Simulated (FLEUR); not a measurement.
Si:

```
Si
1.0
     0.00000    2.72185    2.72185
     2.72185    0.00000    2.72185
     2.72185    2.72185    0.00000
Si
2
Direct
  0.50000 0.50000 0.50000
  0.75000 0.75000 0.75000
```

| Item | Value |
| --- | --- |
| Program | FLEUR MaX-R8.1 (later development tree) |
| Task | single point |
| Functional | PBE |
| Potentials or basis | all-electron |
| Basis | FLAPW |
| Kmax | 4.9 1/bohr |
| k mesh | 8 × 8 × 8 |
| Occupations | fermi-dirac, width 0.05 eV |
| Spin | no spin polarisation |
| Gmax | 15.2 1/bohr |
| Muffin-tin radii | Si 2.0 bohr |
| lmax | Si 8 |
| Local orbitals a species | Si 4 |
| Max iterations | 60 |
| Mixing factor | 0.05 |
| Mixer | Anderson |
| Mixer history | 15 |
| Density convergence | 1e-05 me/bohr^3 |

On this cell: largest force zero by symmetry; band gap on the k mesh 0.63 eV, indirect (least direct gap 2.56 eV).

The same run follows on a disturbed copy (atoms moved at random, drawn with an rms of 0.05 Å):

```
CELL_PARAMETERS angstrom
0.00000 2.72185 2.72185
2.72185 0.00000 2.72185
2.72185 2.72185 0.00000
ATOMIC_POSITIONS crystal
Si 0.50931 0.48936 0.50317
Si 0.74387 0.75191 0.74386
```

What changes?

The energy moves by +15.7 meV/atom; largest force 0.906 eV/Å; band gap on the k mesh 0.23 eV, indirect (least direct gap 2.03 eV).

Forces in eV/Å, atoms in the order of the input:
```
Si   0.100 -0.897 -0.084
Si  -0.100  0.897  0.084
```

A k mesh can miss the band edges.
